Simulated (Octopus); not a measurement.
## MgO under changes of volume

One of the cells (9.221 Å³/atom); the others are scaled copies at fixed shape and fractional positions:

```xyz
2
Lattice="0.0000 2.0970 2.0970 2.0970 0.0000 2.0970 2.0970 2.0970 0.0000" Properties=species:S:1:pos:R:3 pbc="T T T"
Mg    0.0000    0.0000    0.0000
O     2.0970    2.0970    2.0970
```

The cell is a database's computed one.

```yaml
Program: Octopus 16.4
Functional: PBEsol
Potentials_or_basis: pseudodojo_pbesol (PseudoDojo 0.4, PBEsol)
Grid_spacing: 0.129 Å
k_mesh: 11 × 11 × 11
Occupations: fermi-dirac, width 0.05 eV
Spin: no spin polarisation
```

```tsv
volume (Å³/atom)	energy over the lowest point (meV/atom)	gap on the mesh (eV)
8.668	?	?
8.853	23.22	5.20
9.037	11.99	4.99
9.221	3.98	4.79
9.406	0.00	4.60
9.590	0.50	4.41
9.775	5.02	4.24
```

Question: What does the run at 8.668 Å³/atom give?

Answer: Energy over the lowest point 40.18 meV/atom; gap on the mesh 5.42 eV.

Worked out: A Birch-Murnaghan fit of order 3 (a polynomial in V^(-2/3)) to the other rows has its minimum at 9.49 Å³/atom with B0 = V·E''(V) = 193 GPa (rough, since the energies scatter). It gives 37.71 meV/atom at 8.668 Å³/atom, against the run's 40.18. A straight line through the other rows of the gap, of slope -9.71 eV per unit of ln V (its deformation potential), extrapolates to 5.40 eV, against the run's 5.42.

Energies are extrapolated to zero smearing.
